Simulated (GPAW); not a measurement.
# ZrC in GPAW: notebook

One slab, ZrC, is run at these levels: PBE; tasks: single point.

Everything below comes from runs of GPAW 26.7.0. Logs are shortened: lines on timing, memory, paths and dates and some standing lists are left out, and cuts for length are marked. The log counts tension as positive stress, the text compression.

### Step 1. The cell of the first run

The cell holds a slab with vacuum, 2 atoms: a = 3.324 Å, b = 3.324 Å, c = 15.000 Å, α = 90.00°, β = 90.00°, γ = 90.00°.

### Step 2. Single point, PBE (the (1 0 0) slab of ZrC, cut from the database cell, not relaxed)

The input, run.py:

```python
import numpy as np
from ase.dft.bandgap import bandgap
from ase.io import read, write
from gpaw import GPAW, PW

atoms = read('ZrC.xyz')
atoms.pbc = (True, True, False)

calc = GPAW(mode=PW(600),
            xc='PBE',
            kpts={'size': (8, 8, 1), 'gamma': True},
            occupations={'name': 'fermi-dirac', 'width': 0.05},
            nbands=18,
            convergence={'density': 1e-05, 'energy': 1e-05},
            maxiter=150,
            poissonsolver={'dipolelayer': 'xy'},
            txt='gpaw.txt')
atoms.calc = calc
energy = atoms.get_potential_energy()
forces = atoms.get_forces()
calc.write('gs.gpw')
write('result.traj', atoms)
print(f'Energy: {energy:.6f} eV')
print('Forces (eV/A):')
print(forces.round(4))
print('Fermi level:', round(calc.get_fermi_level(), 4), 'eV')
print(f'Gap: {bandgap(calc)[0]:.4f} eV, direct: {bandgap(calc, direct=True)[0]:.4f} eV')

v = calc.get_electrostatic_potential().mean(axis=(0, 1))
z = np.arange(len(v)) * atoms.cell[2, 2] / len(v)
ef = calc.get_fermi_level()
np.savetxt('planar.dat', np.c_[z, v], fmt='%.4f')
below, above = np.interp([1.5, atoms.cell[2, 2] - 1.5], z, v) - ef
print(f'Work functions: bottom {below:.4f} eV, top {above:.4f} eV')
print('Dipole moment:', *calc.get_dipole_moment().round(5), 'e A')
```

The input, ZrC.xyz:

```xyz
2
Lattice="3.3236988564 -0.0000000000 0.0000000000 -0.0000000000 3.3236988564 0.0000000000 0.0000000000 0.0000000000 15.0000000000" Properties=species:S:1:pos:R:3 pbc="T T T"
Zr     0.0000000000      0.0000000000      7.5000000000
C      1.6618494282      1.6618494282      7.5000000000
```

Potentials or basis: GPAW PAW data sets (gpaw-data 1.2.1), pw.

On the command line:

```sh
$ OMP_NUM_THREADS=1 python run.py
```

gpaw.txt:

```text
__  _  _
 | _ |_)|_||  |
 |__||  | ||/\| - 26.7.0

Input parameters:
  mode=PW(ecut=600.0),
  convergence={'density': 1e-05, 'energy': 1e-05},
  kpts=MonkhorstPack(size=(8, 8, 1), gamma=True),
  maxiter=150,
  nbands=18,
  occupations=Occupations(name='fermi-dirac', width=0.05),
  poissonsolver=PoissonSolver(dipolelayer='xy'),
  xc=XC(name='PBE')

Diagonalizing LCAO Hamiltonian
Converting LCAO to pw mode
   .-------.
  /|       |
 * |       |
 | |       |
 | |       |
 | |       |
 | |       |
 | |       |
 | |       |
 | |       |
 | |  C    |
 Zr|       |
 | |       |
 | |       |
 | |       |
 | |       |
 | |       |
 | |       |
 | .-------.
 |/       /
 *-------*

Atoms  # Å, Bohr magnetons
|   | symbol |        x |        y |        z |    initial magnetic moments |
|---|--------|----------|----------|----------|-----------------------------|
| 0 |     Zr | 0.000000 | 0.000000 | 7.500000 | ( 0.0000,  0.0000,  0.0000) |
| 1 |      C | 1.661849 | 1.661849 | 7.500000 | ( 0.0000,  0.0000,  0.0000) |

Unit cell  # Å
| periodic |         x |         y |         z |   lengths |    angles |
|----------|-----------|-----------|-----------|-----------|-----------|
|      yes |  3.323699 | -0.000000 |  0.000000 |  3.323699 | 90.000000 |
|      yes | -0.000000 |  3.323699 |  0.000000 |  3.323699 | 90.000000 |
|       no |  0.000000 |  0.000000 | 15.000000 | 15.000000 | 90.000000 |

Number of symmetries: 16
Symmetry operations  # r_c * U_cc + t_c -> r_c
|    | kind |            matrix            |
|----|------|------------------------------|
|  0 |  E   |  1, 0, 0,  0, 1, 0,  0, 0, 1 |
|  1 |  σ   |  1, 0, 0,  0, 1, 0,  0, 0,-1 |
|  2 |  σ   |  1, 0, 0,  0,-1, 0,  0, 0, 1 |
|  3 |  C2  |  1, 0, 0,  0,-1, 0,  0, 0,-1 |
|  4 |  σ   |  0, 1, 0,  1, 0, 0,  0, 0, 1 |
|  5 |  C2  |  0, 1, 0,  1, 0, 0,  0, 0,-1 |
|  6 |  C4  |  0, 1, 0, -1, 0, 0,  0, 0, 1 |
|  7 |  S4  |  0, 1, 0, -1, 0, 0,  0, 0,-1 |
|  8 |  C4  |  0,-1, 0,  1, 0, 0,  0, 0, 1 |
|  9 |  S4  |  0,-1, 0,  1, 0, 0,  0, 0,-1 |
| 10 |  σ   |  0,-1, 0, -1, 0, 0,  0, 0, 1 |
| 11 |  C2  |  0,-1, 0, -1, 0, 0,  0, 0,-1 |
| 12 |  σ   | -1, 0, 0,  0, 1, 0,  0, 0, 1 |
| 13 |  C2  | -1, 0, 0,  0, 1, 0,  0, 0,-1 |
| 14 |  C2  | -1, 0, 0,  0,-1, 0,  0, 0, 1 |
| 15 |  i   | -1, 0, 0,  0,-1, 0,  0, 0,-1 |

BZ-sampling:
  Number of BZ points: 64
  Number of IBZ points: 15

  Monkhorst-Pack size: [8, 8, 1]
  Monkhorst-Pack shift: [0.0625, 0.0625, 0.0]

K-points  # in reciprocal-cell coordinates
|     |                                coordinates |     weight |
|-----|--------------------------------------------|------------|
|   0 | (  0.00000000,   0.00000000,   0.00000000) | 0.01562500 |
|   1 | (  0.12500000,   0.00000000,   0.00000000) | 0.06250000 |
|   2 | (  0.12500000,   0.12500000,   0.00000000) | 0.06250000 |
|   3 | (  0.25000000,   0.00000000,   0.00000000) | 0.06250000 |
|   4 | (  0.25000000,   0.12500000,   0.00000000) | 0.12500000 |
|   5 | (  0.25000000,   0.25000000,   0.00000000) | 0.06250000 |
|   6 | (  0.37500000,   0.00000000,   0.00000000) | 0.06250000 |
|   7 | (  0.37500000,   0.12500000,   0.00000000) | 0.12500000 |
|   8 | (  0.37500000,   0.25000000,   0.00000000) | 0.12500000 |
|   9 | (  0.37500000,   0.37500000,   0.00000000) | 0.06250000 |
| ... |                                            |            |
|  14 | (  0.50000000,   0.50000000,   0.00000000) | 0.01562500 |

Plane wave coefficients: 5571
Cutoff: 600.0 eV

Spin-components: 1 (collinear spins)
Bands:           18
Projectors:      11
Spin-degeneracy: 2
Datatype:        complex128

Parallelization:
  kpt:    1
  domain: 1
  band:   1

Density:
  Valence electrons: 16.0
  Components: 1
  Grid points: [20 20 90]
  Charge: 0.0  # |e|

Potential:
  Grid points: [20 20 90]

species:
  Zr:
    name:    Zirconium
    Z:       40.0
    valence: 12
    core:    28
    charge:  0.0  # [|e|]
    compensation charges:
      type: gauss
      rc: 0.40  # [Å]
      lmax: 2
    cutoffs:
      filter: 2.39  # [Å]
      core: 1.59  # [Å]
    projectors
    | kind |    occ | energy [eV] | rcut [Å] |
    |------|--------|-------------|----------|
    |   4s |  2.000 |     -54.478 |    1.323 |
    |   5s |  2.000 |      -4.438 |    1.323 |
    |   4p |  6.000 |     -32.467 |    1.334 |
    |   5p |  0.000 |      -1.470 |    1.334 |
    |   4d |  2.000 |      -3.600 |    1.244 |
    |    d |        |      23.611 |    1.244 |

    Using partial waves for Zr as LCAO basis

  C:
    name:    Carbon
    Z:       6.0
    valence: 4
    core:    2
    charge:  0.0  # [|e|]
    compensation charges:
      type: gauss
      rc: 0.20  # [Å]
      lmax: 2
    cutoffs:
      filter: 1.14  # [Å]
      core: 1.14  # [Å]
    projectors
    | kind |    occ | energy [eV] | rcut [Å] |
    |------|--------|-------------|----------|
    |   2s |  2.000 |     -13.751 |    0.635 |
    |   2p |  2.000 |      -5.284 |    0.635 |
    |    s |        |      13.461 |    0.635 |
    |    p |        |      21.927 |    0.635 |
    |    d |        |       0.000 |    0.635 |

    Using partial waves for C as LCAO basis

Reference energy: -98921.199351  # eV

eigensolver:
  PPCG
  Converge bands: occupied
  niter=2

density mixing:
  MSR1-Mixer
  Pratt-step length: 0.05
  Maximum mixing coefficient: 0.75
  Old densities: 10
  SVD Regularization: 0.005
  Good broyden scale: 1.0
  Trust region scale: 1.0
  Backstep threshold: 4.0
  History deletion threshold: 6.0
  Fourier metric: weight=20.0, sigma=0.015

occupation numbers:
  Fermi-Dirac:
    width: 0.0500  # eV

<gpaw.new.pw.poisson.DipoleLayerPWPoissonSolver object>
xc functional:
  name: PBE with 2 nearest neighbor stencil

convergence criteria:
- Maximum integral of absolute [dens]ity change: 1e-05 electrons / valence electron
- Maximum [total energy] change in last 3 cyles: 1e-05 eV / valence electron
- Maximum integral of absolute [eigenst]ate change: 4e-08 eV^2 / valence electron
maximum number of iterations: 150

SCF iterations
|iter     | |      energy | eigst |  dens |
|---------|-|-------------|-------|-------|
|iter:   1| |  -19.203987 | +0.29 |       |
|iter:   2| |  -17.987993 | -1.13 | -0.66 |
|iter:   3| |  -15.546443 | -0.63 | -0.74 |
|iter:   4| |  -15.441468 | -1.50 | -1.26 |
|iter:   5| |  -15.428871 | -2.02 | -1.52 |
|iter:   6| |  -15.429676 | -2.48 | -2.02 |
|iter:   7| |  -15.425379 | -2.88 | -1.95 |
|iter:   8| |  -15.424146 | -3.82 | -2.38 |
|iter:   9| |  -15.424119 | -5.10 | -3.02 |
|iter:  10| |  -15.424117c| -6.13 | -4.08 |
|iter:  11| |  -15.424117c| -6.94 | -4.43 |
|iter:  12| |  -15.424117c| -7.65c| -5.52c|

Converged in 12 steps
Energy contributions relative to reference atoms: (reference = -98921.199351)

Energy contributions:
  Kinetic:          -1.801352
  Coulomb:          -2.321244
  Zero:              0.348495
  External:          0.000000
  Xc:              -11.644595
  Entropy:          -0.010841
  Spinorbit:         0.000000
  ----------------------------
  Free energy:     -15.429537
  Extrapolated:    -15.424117

dipole moment: (-12.122688, -12.122688, 0.000005)  # |e|*Ang

Fermi level: -1.206
Eigenvalues  # (at kpt = [0.000, 0.000, 0.000])
| band index |      eig [eV] | occ [0-2] |
|------------|---------------|-----------|
|          0 |       -50.397 |     2.000 |
|          1 |       -28.881 |     2.000 |
|          2 |       -27.997 |     2.000 |
|          3 |       -27.997 |     2.000 |
|          4 |       -11.021 |     2.000 |
|          5 |        -2.702 |     2.000 |
|          6 |        -1.805 |     2.000 |
|          7 |        -1.385 |     1.946 |
|          8 |        -0.213 |     0.000 |
|          9 |        -0.213 |     0.000 |
|         10 |         1.219 |     0.000 |
|         11 |         1.219 |     0.000 |
|         12 |         1.831 |     0.000 |
|         13 |         1.999 |     0.000 |
|         14 |         2.047 |     0.000 |
|         15 |         3.472 |     0.000 |
|        ... |               |           |
|         17 |         5.536 |     0.000 |

No gap
No difference between direct/indirect transitions
vacuum-level: 2.354  # V
Workfunctions: 3.560, 3.560 eV (top, bottom)

Forces  # eV/Ang
|        x |        y |       z |
|----------|----------|---------|
|  0.00000 |  0.00000 | 0.00000 |  # Zr   0
| -0.00000 | -0.00000 | 0.00000 |  # C    1

# Writing to gs.gpw (mode='')
```

Run time: 49 s. Hardware: 1 thread of Intel Xeon at 2.50GHz (Skylake/Cascade Lake), shared host; peak memory 0.22 GiB.

Results:

| Quantity | Value |
| --- | --- |
| Free energy | -15.4295 eV |
| Band gap on the k mesh | none (metal or under the smearing width) |
| Dipole across the slab | 0.00 e·Å |
| Work function of the upper face | 3.56 eV |
| Work function of the lower face | 3.56 eV |

Levels at points of the mesh, in eV from the Fermi level:
| k point | band 6 | band 7 | band 8 | band 9 | band 10 | band 11 |
| --- | --- | --- | --- | --- | --- | --- |
| (0.00, 0.00, 0.00) | -1.50 | -0.60 | -0.18 | 0.99 | 0.99 | 2.43 |
| (0.50, 0.00, 0.00) | -3.95 | -2.29 | -2.27 | 1.04 | 2.77 | 3.92 |
| (0.50, 0.50, 0.00) | -0.73 | -0.73 | 0.35 | 0.35 | 0.44 | 1.79 |

Caveat: these data sets are soft for forces on short bonds.

### Step 3. Single point, PBE (the (1 0 0) slab of ZrC, cut from the database cell, not relaxed)

Changes to run.py since step 2:

```diff
@@ -12,3 +12,3 @@
             occupations={'name': 'fermi-dirac', 'width': 0.05},
-            nbands=18,
+            nbands=31,
             convergence={'density': 1e-05, 'energy': 1e-05},
```

The input, ZrC.xyz:

```xyz
4
Lattice="3.3236988564 -0.0000000000 0.0000000000 -0.0000000000 3.3236988564 0.0000000000 0.0000000000 0.0000000000 17.3502100000" Properties=species:S:1:pos:R:3 pbc="T T T"
Zr     0.0000000000      0.0000000000      7.5000000007
C      1.6618494282      1.6618494282      7.5000000007
Zr     1.6618494282      1.6618494282      9.8502099993
C      0.0000000000      0.0000000000      9.8502099993
```

Potentials or basis: GPAW PAW data sets (gpaw-data 1.2.1), pw.

On the command line:

```sh
$ OMP_NUM_THREADS=1 python run.py
```

Wall time 1.7 min (1 thread of Intel Xeon at 2.50GHz (Skylake/Cascade Lake), shared host); peak memory 0.26 GiB.

It converged, with:

```
Free energy                     : -34.3628 eV
Largest force                   : 1.150 eV/Å
Band gap on the k mesh          : none (metal or under the smearing width)
Dipole across the slab          : 0.00 e·Å
Work function of the upper face : 2.99 eV
Work function of the lower face : 2.99 eV
```

Forces in eV/Å, atoms in the order of the input:
```
Zr   0.000  0.000  1.150
C    0.000  0.000  0.457
Zr   0.000  0.000 -1.150
C    0.000  0.000 -0.457
```

Levels at points of the mesh, in eV from the Fermi level:
| k point | band 12 | band 13 | band 14 | band 15 | band 16 | band 17 | band 18 | band 19 | band 20 | band 21 |
| --- | --- | --- | --- | --- | --- | --- | --- | --- | --- | --- |
| (0.00, 0.00, 0.00) | -2.13 | -1.36 | -0.11 | -0.11 | 0.02 | 0.43 | 0.61 | 0.61 | 2.30 | 2.30 |
| (0.50, 0.00, 0.00) | -4.48 | -2.65 | -2.65 | -2.52 | -2.52 | 2.10 | 2.10 | 3.21 | 3.21 | 4.50 |
| (0.50, 0.50, 0.00) | -2.30 | -0.96 | -0.96 | -0.88 | -0.88 | 0.04 | 0.04 | 3.06 | 3.06 | 3.92 |

Caveat: these data sets are soft for forces on short bonds.

### Step 4. Single point, PBE (the (1 0 0) slab of ZrC, cut from the database cell, not relaxed)

Changes to run.py since step 3:

```diff
@@ -12,3 +12,3 @@
             occupations={'name': 'fermi-dirac', 'width': 0.05},
-            nbands=31,
+            nbands=45,
             convergence={'density': 1e-05, 'energy': 1e-05},
```

The input, ZrC.xyz:

```xyz
6
Lattice="3.3236988564 -0.0000000000 0.0000000000 -0.0000000000 3.3236988564 0.0000000000 0.0000000000 0.0000000000 19.7004200000" Properties=species:S:1:pos:R:3 pbc="T T T"
Zr     0.0000000000      0.0000000000      7.5000000000
C      1.6618494282      1.6618494282      7.5000000000
Zr     1.6618494282      1.6618494282      9.8502100000
C      0.0000000000      0.0000000000      9.8502100000
Zr     0.0000000000      0.0000000000     12.2004200000
C      1.6618494282      1.6618494282     12.2004200000
```

On the command line:

```sh
$ OMP_NUM_THREADS=1 python run.py
```

Run time: 2.8 min. Hardware: 1 thread of Intel Xeon at 2.50GHz (Skylake/Cascade Lake), shared host; peak memory 0.32 GiB.

Results (log left out):

```yaml
Free_energy: -52.8156 eV
Largest_force: 1.165 eV/Å
Band_gap_on_the_k_mesh: none (metal or under the smearing width)
Dipole_across_the_slab: 0.00 e·Å
Work_function_of_the_upper_face: 3.48 eV
Work_function_of_the_lower_face: 3.48 eV
```

Forces on the atoms (eV/Å):
```
Zr   0.000  0.000  1.165
C    0.000  0.000 -0.273
Zr   0.000  0.000  0.000
C    0.000  0.000  0.000
Zr   0.000  0.000 -1.165
C    0.000  0.000  0.273
```

Levels at points of the mesh, in eV from the Fermi level:
```
           k point  band 20  band 21  band 22  band 23  band 24  band 25  band 26  band 27  band 28  band 29
(0.00, 0.00, 0.00)    -0.50    -0.13    -0.13     0.08     0.08     0.56     0.92     0.92     1.07     2.16
(0.50, 0.00, 0.00)    -2.61    -2.54    -2.41    -2.34    -2.15     2.46     2.52     3.11     3.79     3.79
(0.50, 0.50, 0.00)    -1.77    -1.21    -0.52    -0.52    -0.01    -0.01     0.32     2.14     2.14     3.23
```

Caveat: these data sets are soft for forces on short bonds.
